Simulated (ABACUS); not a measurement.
# ZnSe (Stilleite) (F-43m) in ABACUS: notebook

One crystal, ZnSe (Stilleite), is run at these levels: BLYP, LDA; tasks: single point.

Everything below comes from runs of ABACUS 3.10.1. Logs are shortened: lines on timing, memory, paths and dates and some standing lists are left out, and cuts for length are marked.

**What was measured.**

From “Alloy Disordering Effects on the Thermal Conductivity and Energy Gap Temperature Dependence of Cd1−xZnxSe Ternary Crystals Grown by the Bridgman Method”, 2023, pmc:10253836, for a bulk crystal of ZnSe at 300 K: band gap 2.695 ± 0.003 eV (an exciton energy, a little under the gap).

How close the calculation comes is told below.

**1. The crystal as given**

It takes space group F-43m (No. 216, cubic). Conventional cell: a = 5.668 Å, b = 5.668 Å, c = 5.668 Å, α = 90.00°, β = 90.00°, γ = 90.00°. Se (site symmetry -43m) has 4 Zn at 2.45 Å as nearest neighbours. Around Zn (site symmetry -43m) lie 4 Se at 2.45 Å.

**2. Single point, BLYP**

Input file run_abacus.py:

```python
"""ABACUS run from a structure file: ASE reads it, the script writes STRU, KPT and INPUT."""
import re
import subprocess
import spglib
from ase import Atoms
from ase.io import read
from ase.units import Bohr

atoms = read("ZnSe.cif")
cell, frac, numbers = spglib.standardize_cell((atoms.cell[:], atoms.get_scaled_positions(), atoms.numbers), to_primitive=True, symprec=1e-4)
atoms = Atoms(numbers=numbers, cell=cell, scaled_positions=frac, pbc=True)  # the primitive cell
atoms = atoms[(-atoms.numbers).argsort(kind="stable")]  # ABACUS lists atoms element by element
pseudo = {'Se': 'Se.upf', 'Zn': 'Zn.upf'}
orbital = {'Se': 'Se_confined-atom_7au_2s2p2d.orb', 'Zn': 'Zn_confined-atom_7au_3s2p2d1f.orb'}
magmoms = None
kmesh = [7, 7, 7]
params = {
    'suffix': 'ZnSe',
    'calculation': 'scf',
    'basis_type': 'lcao',
    'pseudo_dir': './',
    'orbital_dir': './',
    'symmetry': 1,
    'dft_functional': 'GGA_X_B88+GGA_C_LYP',
    'ecutwfc': 100,
    'pseudo_rcut': 10,
    'nspin': 1,
    'nbands': 28,
    'ks_solver': 'genelpa',
    'smearing_method': 'fd',
    'smearing_sigma': 0.00367493,
    'scf_thr': 1e-07,
    'scf_nmax': 100,
    'mixing_type': 'broyden',
    'mixing_beta': 0.7,
    'cal_force': 1,
    'cal_stress': 1,
    'out_mul': 1,
    'out_chg': 1,
    'out_pot': 2,
    'out_elf': 1,
}

symbols = atoms.get_chemical_symbols()
elements = list(dict.fromkeys(symbols))
lines = ["ATOMIC_SPECIES"] + [f"{e} {atoms.get_masses()[symbols.index(e)]:.4f} {pseudo[e]}" for e in elements]
if orbital:
    lines += ["", "NUMERICAL_ORBITAL"] + [orbital[e] for e in elements]
lines += ["", "LATTICE_CONSTANT", f"{1 / Bohr:.10f}", "", "LATTICE_VECTORS"]
lines += [" ".join(f"{x:.10f}" for x in v) for v in atoms.cell]
lines += ["", "ATOMIC_POSITIONS", "Direct"]
for e in elements:
    lines += ["", e, "0.0", str(symbols.count(e))]
    for i, p in enumerate(atoms.get_scaled_positions(wrap=False)):
        if symbols[i] == e:
            mag = "" if magmoms is None else " mag " + " ".join(str(x) for x in (magmoms[i] if isinstance(magmoms[i], list) else [magmoms[i]]))
            lines.append(" ".join(f"{x:.10f}" for x in p) + " 1 1 1" + mag)
open("STRU", "w").write("\n".join(lines) + "\n")
open("KPT", "w").write("K_POINTS\n0\nGamma\n%d %d %d 0 0 0\n" % tuple(kmesh))
open("INPUT", "w").write("INPUT_PARAMETERS\n" + "".join(f"{k:<20s}{v}\n" for k, v in params.items()))

done = subprocess.run(['mpirun', '-np', '4', 'abacus'])
if done.returncode:
    raise SystemExit(done.returncode)
log = open("OUT.ZnSe/running_scf.log").read()
print("final energy (eV):", re.findall(r"FINAL_ETOT_IS (\S+)", log))
```

Input file ZnSe.cif:

```cif
data_ZnSe
_cell_length_a 5.66760000
_cell_length_b 5.66760000
_cell_length_c 5.66760000
_cell_angle_alpha 90.00000000
_cell_angle_beta 90.00000000
_cell_angle_gamma 90.00000000
_space_group_name_H-M_alt 'F-43m'
_space_group_name_Hall 'F -4 2 3'
_space_group_IT_number 216
loop_
_space_group_symop_operation_xyz
'x,y,z'
'y,-x,-z'
'-x,-y,z'
'-y,x,-z'
'x,-y,-z'
'y,x,z'
'-x,y,-z'
'-y,-x,z'
'z,x,y'
'-z,y,-x'
'z,-x,-y'
'-z,-y,x'
'-z,x,-y'
'z,y,x'
'-z,-x,y'
'z,-y,-x'
'y,z,x'
'-x,-z,y'
'-y,z,-x'
'x,-z,-y'
'-y,-z,x'
'x,z,y'
'y,-z,-x'
'-x,z,-y'
'x,y+1/2,z+1/2'
'y,-x+1/2,-z+1/2'
'-x,-y+1/2,z+1/2'
'-y,x+1/2,-z+1/2'
'x,-y+1/2,-z+1/2'
'y,x+1/2,z+1/2'
'-x,y+1/2,-z+1/2'
'-y,-x+1/2,z+1/2'
'z,x+1/2,y+1/2'
'-z,y+1/2,-x+1/2'
'z,-x+1/2,-y+1/2'
'-z,-y+1/2,x+1/2'
'-z,x+1/2,-y+1/2'
'z,y+1/2,x+1/2'
'-z,-x+1/2,y+1/2'
'z,-y+1/2,-x+1/2'
'y,z+1/2,x+1/2'
'-x,-z+1/2,y+1/2'
'-y,z+1/2,-x+1/2'
'x,-z+1/2,-y+1/2'
'-y,-z+1/2,x+1/2'
'x,z+1/2,y+1/2'
'y,-z+1/2,-x+1/2'
'-x,z+1/2,-y+1/2'
'x+1/2,y,z+1/2'
'y+1/2,-x,-z+1/2'
'-x+1/2,-y,z+1/2'
'-y+1/2,x,-z+1/2'
'x+1/2,-y,-z+1/2'
'y+1/2,x,z+1/2'
'-x+1/2,y,-z+1/2'
'-y+1/2,-x,z+1/2'
'z+1/2,x,y+1/2'
'-z+1/2,y,-x+1/2'
'z+1/2,-x,-y+1/2'
'-z+1/2,-y,x+1/2'
'-z+1/2,x,-y+1/2'
'z+1/2,y,x+1/2'
'-z+1/2,-x,y+1/2'
'z+1/2,-y,-x+1/2'
'y+1/2,z,x+1/2'
'-x+1/2,-z,y+1/2'
'-y+1/2,z,-x+1/2'
'x+1/2,-z,-y+1/2'
'-y+1/2,-z,x+1/2'
'x+1/2,z,y+1/2'
'y+1/2,-z,-x+1/2'
'-x+1/2,z,-y+1/2'
'x+1/2,y+1/2,z'
'y+1/2,-x+1/2,-z'
'-x+1/2,-y+1/2,z'
'-y+1/2,x+1/2,-z'
'x+1/2,-y+1/2,-z'
'y+1/2,x+1/2,z'
'-x+1/2,y+1/2,-z'
'-y+1/2,-x+1/2,z'
'z+1/2,x+1/2,y'
'-z+1/2,y+1/2,-x'
'z+1/2,-x+1/2,-y'
'-z+1/2,-y+1/2,x'
'-z+1/2,x+1/2,-y'
'z+1/2,y+1/2,x'
'-z+1/2,-x+1/2,y'
'z+1/2,-y+1/2,-x'
'y+1/2,z+1/2,x'
'-x+1/2,-z+1/2,y'
'-y+1/2,z+1/2,-x'
'x+1/2,-z+1/2,-y'
'-y+1/2,-z+1/2,x'
'x+1/2,z+1/2,y'
'y+1/2,-z+1/2,-x'
'-x+1/2,z+1/2,-y'
loop_
_atom_site_label
_atom_site_type_symbol
_atom_site_symmetry_multiplicity
_atom_site_Wyckoff_symbol
_atom_site_fract_x
_atom_site_fract_y
_atom_site_fract_z
_atom_site_occupancy
Se1 Se 4 c 0.2500000000 0.2500000000 0.2500000000 1
Zn1 Zn 4 a 0.0000000000 0.0000000000 0.0000000000 1
```

Potentials or basis: Ansatz NC PBE, DZP LCAO (the cutoffs set its grid).

Launch:

```sh
$ OMP_NUM_THREADS=1 python run_abacus.py > log
```

running log:

```text
[... set-up lines left out ...]
 LCAO ALGORITHM --------------- ION=   1  ELEC=   1--------------------------------

 Density error is 0.0318270646556
----------------------------------------------------------
     Energy           Rydberg                 eV
----------------------------------------------------------
 E_KohnSham     -659.9927420059      -8979.6619299242
 E_Harris       -661.7281016169      -9003.2727087132
 E_Fermi        0.6722956362         9.1470513935
----------------------------------------------------------

 LCAO ALGORITHM --------------- ION=   1  ELEC=   2--------------------------------

 Density error is 0.012089006409
----------------------------------------------------------
     Energy           Rydberg                 eV
----------------------------------------------------------
 E_KohnSham     -660.0168910501      -8979.9904945267
 E_Harris       -658.3817448639      -8957.7431893310
 E_Fermi        0.6917256352         9.4114100914
----------------------------------------------------------

 LCAO ALGORITHM --------------- ION=   1  ELEC=   3--------------------------------

 Density error is 0.00446002044102
----------------------------------------------------------
     Energy           Rydberg                 eV
----------------------------------------------------------
 E_KohnSham     -660.0193288241      -8980.0236621433
 E_Harris       -659.9252326928      -8978.7434185977
 E_Fermi        0.6916621660         9.4105465487
----------------------------------------------------------

 LCAO ALGORITHM --------------- ION=   1  ELEC=   4--------------------------------

 Density error is 0.000660918895622
----------------------------------------------------------
     Energy           Rydberg                 eV
----------------------------------------------------------
 E_KohnSham     -660.0193556841      -8980.0240275927
 E_Harris       -660.0051647131      -8979.8309495265
 E_Fermi        0.6924495178         9.4212590200
----------------------------------------------------------

 LCAO ALGORITHM --------------- ION=   1  ELEC=   5--------------------------------

 Density error is 0.000117552657101
----------------------------------------------------------
     Energy           Rydberg                 eV
----------------------------------------------------------
 E_KohnSham     -660.0193575138      -8980.0240524866
 E_Harris       -660.0148904355      -8979.9632747686
 E_Fermi        0.6930614419         9.4295846743
----------------------------------------------------------

 LCAO ALGORITHM --------------- ION=   1  ELEC=   6--------------------------------

 Density error is 1.49434381811e-05
----------------------------------------------------------
     Energy           Rydberg                 eV
----------------------------------------------------------
 E_KohnSham     -660.0193575400      -8980.0240528430
 E_Harris       -660.0180716436      -8980.0065573248
 E_Fermi        0.6930987518         9.4300923012
----------------------------------------------------------

 LCAO ALGORITHM --------------- ION=   1  ELEC=   7--------------------------------

 Density error is 2.19911450077e-06
----------------------------------------------------------
     Energy           Rydberg                 eV
----------------------------------------------------------
 E_KohnSham     -660.0193575406      -8980.0240528511
 E_Harris       -660.0198251511      -8980.0304150181
 E_Fermi        0.6931215772         9.4304028563
----------------------------------------------------------

 LCAO ALGORITHM --------------- ION=   1  ELEC=   8--------------------------------

 Density error is 2.8400309465e-07
----------------------------------------------------------
     Energy           Rydberg                 eV
----------------------------------------------------------
 E_KohnSham     -660.0193575407      -8980.0240528521
 E_Harris       -660.0193713007      -8980.0242400673
 E_Fermi        0.6931192480         9.4303711665
----------------------------------------------------------

 LCAO ALGORITHM --------------- ION=   1  ELEC=   9--------------------------------

 Density error is 2.92914028799e-08
----------------------------------------------------------
     Energy           Rydberg                 eV
----------------------------------------------------------
 E_KohnSham     -660.0193575406      -8980.0240528521
 E_KS(sigma->0) -660.0193575398      -8980.0240528410
 E_Harris       -660.0193582324      -8980.0240622633
 E_band         -72.1839437242       -982.1129387608
 E_one_elec     -488.4415270980      -6645.5879083545
 E_Hartree      249.9901747465       3401.2908205679
 E_xc           -92.8248757069       -1262.9472257553
 E_Ewald        -328.7431294806      -4472.7797392880
 E_entropy(-TS) -0.0000000016        -0.0000000222
 E_descf        0.0000000000         0.0000000000
 E_exx          0.0000000000         0.0000000000
 E_Fermi        0.6931191968         9.4303704697
----------------------------------------------------------

 charge density convergence is achieved
 final etot is -8980.0240529 eV
 EFERMI = 9.4303704697 eV
The vacuum level is 11.681139963 eV

 STATE ENERGY(eV) AND OCCUPATIONS    NSPIN == 1
 1/20 kpoint (Cartesian) = 0.0000 0.0000 0.0000 (1265 pws)
       1       -116.759     0.00583090
       2       -70.7339     0.00583090
       3       -70.7339     0.00583090
       4       -70.7339     0.00583090
       5       -37.8144     0.00583090
       6       -37.8144     0.00583090
[... 20 lines left out ...]
      27        24.5524        0.00000
      28        24.5524        0.00000

 2/20 kpoint (Cartesian) = 0.025206 0.025206 0.025206 (1283 pws)
       1       -116.759      0.0466472
       2       -70.7339      0.0466472
       3       -70.7339      0.0466472
       4       -70.7339      0.0466472
       5       -37.8144      0.0466472
       6       -37.8144      0.0466472
[... 20 lines left out ...]
      27        26.0641        0.00000
      28        26.0641        0.00000

 3/20 kpoint (Cartesian) = 0.050412 0.050412 0.050412 (1285 pws)
       1       -116.759      0.0466472
       2       -70.7339      0.0466472
       3       -70.7339      0.0466472
       4       -70.7339      0.0466472
       5       -37.8144      0.0466472
       6       -37.8143      0.0466472
[... 20 lines left out ...]
      27        28.0662        0.00000
      28        28.0662        0.00000

 4/20 kpoint (Cartesian) = 0.075618 0.075618 0.075618 (1281 pws)
       1       -116.759      0.0466472
       2       -70.7339      0.0466472
       3       -70.7339      0.0466472
       4       -70.7339      0.0466472
       5       -37.8144      0.0466472
       6       -37.8143      0.0466472
[... 20 lines left out ...]
      27        25.1946        0.00000
      28        25.1946        0.00000

 5/20 kpoint (Cartesian) = 0.0000 0.0000 0.050412 (1290 pws)
       1       -116.759      0.0349854
       2       -70.7339      0.0349854
       3       -70.7339      0.0349854
       4       -70.7339      0.0349854
       5       -37.8145      0.0349854
       6       -37.8144      0.0349854
[... 20 lines left out ...]
      27        25.1315        0.00000
      28        26.3413        0.00000

 6/20 kpoint (Cartesian) = 0.025206 0.075618 0.025206 (1290 pws)
       1       -116.759       0.139942
       2       -70.7339       0.139942
       3       -70.7339       0.139942
       4       -70.7339       0.139942
       5       -37.8145       0.139942
       6       -37.8143       0.139942
[... 20 lines left out ...]
      27        26.7941        0.00000
      28        28.2630        0.00000

[... levels at 14 further k points ...]

 correction force for each atom along direction 1 is 0.000117770
 correction force for each atom along direction 2 is -0.00161767
 correction force for each atom along direction 3 is -0.00105977
------------------------------------------------------------------------------------------
 TOTAL-FORCE (eV/Angstrom)
------------------------------------------------------------------------------------------
                       Se1         0.0000000000         0.0000000000         0.0000000000
                       Zn1         0.0000000000         0.0000000000         0.0000000000
------------------------------------------------------------------------------------------

----------------------------------------------------------------
 TOTAL-STRESS (KBAR)
----------------------------------------------------------------
        58.7763488912         0.0000000000         0.0000000000
         0.0000000000        58.7763488912        -0.0000000000
         0.0000000000         0.0000000000        58.7763488912
----------------------------------------------------------------
 TOTAL-PRESSURE: 58.776349 KBAR

 --------------------------------------------
 !FINAL_ETOT_IS -8980.0240528520935186 eV
 --------------------------------------------
```

It took 8.7 s on 4 MPI ranks of Intel Xeon Platinum 8259CL at 2.50GHz (Skylake/Cascade Lake), shared host; peak memory 0.44 GiB.

Results:

- Free energy: -8980.0241 eV
- Pressure: 5.9 GPa
- Band gap on the k mesh: 1.35 eV, direct
- Mulliken charges: Se -0.23; Zn +0.23 e

Levels at points of the mesh, in eV from the valence-band top:
```csv
k point,band 15,band 16,band 17,band 18,band 19,band 20,band 21,band 22
"(0.00, 0.00, 0.00)",-6.21,0.00,0.00,0.00,1.35,5.92,5.92,5.92
```

Caveat: the atomic orbitals were generated for these runs and aren't a published set; Mulliken charges move with the basis; the potentials were made for another functional, which shifts forces and pressure; the basis of atomic orbitals isn't converged, which shifts pressures, moduli and gaps.

(Part 1 of 2 ends here.)
